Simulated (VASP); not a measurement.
A run of VASP 6.6.1 is set up as follows.

Contents of INCAR:

```
SYSTEM = Ti
  PREC = Accurate
  ENCUT = 600
  EDIFF = 1E-6
  ISMEAR = 1
  SIGMA = 0.1
  LREAL = .False.
  LASPH = .True.
  NELM = 80
  ALGO = Normal
  ISIF = 3
  LWAVE = .False.
  LCHARG = .False.
  GGA = PE
  IBRION = 2
  NSW = 90
  EDIFFG = -0.01
```

KPOINTS

```
regular mesh
0
Gamma
  18 18 9
  0 0 0
```

File POSCAR:

```
Ti
1.0
    2.9500000000      0.0000000000      0.0000000000
   -1.4750000000      2.5547749412      0.0000000000
    0.0000000000      0.0000000000      4.6800000000
Ti
2
Direct
    0.3333333333      0.6666666667      0.2500000000
    0.6666666667      0.3333333333      0.7500000000
```

Potentials or basis: VASP PAW PBE potentials, release 64 (Ti_sv).

Run with:

```sh
$ cat potpaw_PBE.64/Ti_sv/POTCAR > POTCAR
$ mpirun -np 1 vasp_std > vasp.out
```

(1) What does it give for the relaxed cell?

(2) Estimate the relaxed volume.

(3) Estimate the space group after relaxing (to 0.05 Å).

Results:

(1) a = 2.937 Å, b = 2.937 Å, c = 4.643 Å, α = 90.00°, β = 90.00°, γ = 120.00°.

(2) 17.34 Å³/atom.

(3) P6_3/mmc (No. 194).
